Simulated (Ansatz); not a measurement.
Here is an Ansatz 0.2.0 calculation.

Contents of input.yaml:

```yaml
crystal:
  lattice:
    - [0.0, 2.955, 2.955]
    - [2.955, 0.0, 2.955]
    - [2.955, 2.955, 0.0]
  atoms:
    - { symbol: Pt, position: [0.0, 0.0, 0.0] }
    - { symbol: Al, position: [0.75, 0.75, 0.75] }
    - { symbol: Al, position: [0.25, 0.25, 0.25] }
hamiltonian:
  xc: pbesol
  pseudopotentials: { kind: paw }
kpoints:
  mp_grid: { grid: [8, 8, 8] }
scf:
  occupations: { method: fermi_dirac, width: 0.05 }
phonons:
  method: dfpt
```

Potentials or basis: Ansatz PAW.

Command:

```sh
$ ansatz run input.yaml --threads 2 --pin off --max-ram 5632MiB --backend cpu --events-out ev --progress --plain --runs-dir out
```

Predict the highest phonon frequency at Γ.

287 cm⁻¹.

Estimate the band gap on the k mesh.

none (metal or under the smearing width).

Phonon frequencies in cm⁻¹ (negative: imaginary):
```tsv
q point	frequencies
(0.000, 0.000, 0.000)	0 0 0 233 233 233 287 287 287
```

 Spin-orbit coupling is left out, which matters for the levels of Pt.
